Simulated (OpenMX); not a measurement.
Set up this calculation in OpenMX 3.8.5, as the native input.

```
Task                : band structure
Functional          : LDA
Potentials or basis : OpenMX 2013 LDA set, In7.0-s3p2d2, Se7.0-s3p2d2, grid cutoff 500 Ry
k mesh              : 9 × 9 × 3
Occupations         : fermi-dirac, width 0.05 eV
Spin                : no spin polarisation
Mixing scheme       : rmm-diisk
SCF threshold       : 1e-08 Ha
Solver              : band
Max SCF cycles      : 100
```

Crystal: InSe.

```
CELL_PARAMETERS angstrom
4.05000 0.00000 0.00000
-2.02500 3.50740 0.00000
0.00000 0.00000 16.93000
ATOMIC_POSITIONS crystal
In 0.66667 0.33333 0.84300
In 0.33333 0.66667 0.34300
In 0.66667 0.33333 0.65700
In 0.33333 0.66667 0.15700
Se 0.66667 0.33333 0.39800
Se 0.33333 0.66667 0.89800
Se 0.66667 0.33333 0.10200
Se 0.33333 0.66667 0.60200
```

The input as run:

InSe.dat

```
System.CurrrentDirectory             ./
System.Name                          InSe
DATA.PATH                            ./DFT_DATA13
level.of.stdout                      1
level.of.fileout                     0
Species.Number                       2
<Definition.of.Atomic.Species
  In  In7.0-s3p2d2           In_CA13
  Se  Se7.0-s3p2d2           Se_CA13
Definition.of.Atomic.Species>

Atoms.Number                         8
Atoms.SpeciesAndCoordinates.Unit     FRAC
<Atoms.SpeciesAndCoordinates
    1  In    0.6666666667    0.3333333333    0.8430000000   6.500  6.500
    2  In    0.3333333333    0.6666666667    0.3430000000   6.500  6.500
    3  In    0.6666666667    0.3333333333    0.6570000000   6.500  6.500
    4  In    0.3333333333    0.6666666667    0.1570000000   6.500  6.500
    5  Se    0.6666666667    0.3333333333    0.3980000000   3.000  3.000
    6  Se    0.3333333333    0.6666666667    0.8980000000   3.000  3.000
    7  Se    0.6666666667    0.3333333333    0.1020000000   3.000  3.000
    8  Se    0.3333333333    0.6666666667    0.6020000000   3.000  3.000
Atoms.SpeciesAndCoordinates>

Atoms.UnitVectors.Unit               Ang
<Atoms.UnitVectors
     4.0500000000    0.0000000000    0.0000000000
    -2.0250000000    3.5074028853    0.0000000000
     0.0000000000    0.0000000000   16.9300000000
Atoms.UnitVectors>

scf.XcType                           LDA
scf.SpinPolarization                 off
scf.ElectronicTemperature            580.226
scf.energycutoff                     500.0
scf.maxIter                          100
scf.EigenvalueSolver                 band
scf.Kgrid                            9 9 3
scf.Mixing.Type                      rmm-diisk
scf.Init.Mixing.Weight               0.05
scf.Min.Mixing.Weight                0.001
scf.Max.Mixing.Weight                0.3
scf.Mixing.History                   25
scf.Mixing.StartPulay                8
scf.criterion                        1.0e-8
scf.stress.tensor                    on
MD.Type                              nomd
Band.dispersion                      on
Band.Nkpath                          9
<Band.kpath
   10   0.000000  0.000000  0.000000    0.500000  0.000000  0.000000  G M
    6   0.500000  0.000000  0.000000    0.333333  0.333333  0.000000  M K
   11   0.333333  0.333333  0.000000    0.000000  0.000000  0.000000  K G
    4   0.000000  0.000000  0.000000    0.000000  0.000000  0.500000  G A
   10   0.000000  0.000000  0.500000    0.500000  0.000000  0.500000  A L
    6   0.500000  0.000000  0.500000    0.333333  0.333333  0.500000  L H
   11   0.333333  0.333333  0.500000    0.000000  0.000000  0.500000  H A
    4   0.500000  0.000000  0.500000    0.500000  0.000000  0.000000  L M
    4   0.333333  0.333333  0.000000    0.333333  0.333333  0.500000  K H
Band.kpath>
```

Potentials or basis: OpenMX 2013 LDA set, In7.0-s3p2d2, Se7.0-s3p2d2, grid cutoff 500 Ry.

The run is started by

```bash
$ openmx InSe.dat -nt 1 > InSe.std
```

It gave:

The pressure is 5.3 GPa. The largest force is 3.153 eV/Å, the band gap along the path is none (metal or under the smearing width) and the mulliken charges are In +0.29; Se -0.29 e.

Caveat: Mulliken charges move with the basis; spin-orbit coupling is left out, which moves the levels of the heavy elements; the basis of atomic orbitals isn't converged, which shifts pressures, moduli and gaps; forces of over 1 eV/Å show positions far from the minimum, so gaps and moduli don't describe the material at rest.

Run time: 5.1 min on 1 thread of Arm Neoverse V2, on a shared host, peak memory 2 GiB.
